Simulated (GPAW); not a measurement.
Crystal: GaSb.

```
Sb Ga
1.0
     0.00000    3.05900    3.05900
     3.05900    0.00000    3.05900
     3.05900    3.05900    0.00000
Sb Ga
1 1
Direct
  0.25000 0.25000 0.25000
  0.00000 0.00000 0.00000
```

Program: GPAW 26.7.0. Alike in all runs: no spin polarisation; cell as given. Hardware: 1 thread of Arm Neoverse V1, on a shared host.

Question: Order these runs on this cell by their wall time, lowest first.
A. task atomic charges; level AM05; potentials or basis PAW data sets generated in the run's folder for this functional, pw; k mesh 8 × 8 × 8; cutoff (eV) 600; smearing fermi-dirac 0.05 eV; maxiter 150; older calculator (legacy_gpaw) yes
B. task single point; level LDA; potentials or basis the program's PAW data sets (release 1.2.1) made for this functional, pw; k mesh 6 × 6 × 6; cutoff (eV) 450; smearing fermi-dirac 0.05 eV; maxiter 80
C. task dielectric tensor; level PBE; potentials or basis GPAW PAW data sets (gpaw-data 1.2.1), pw; k mesh 6 × 6 × 6; cutoff (eV) 400; smearing fermi-dirac 0.001 eV; maxiter 150; response ecut 80 eV; response k mesh 19 × 19 × 19; response bands 25

Answer: B (9.3 s), A (21 s), C (150 s).

Caveats: the dielectric constant isn't converged in the k mesh (some runs); the long-wavelength limit can be off by a per cent or two (some runs).
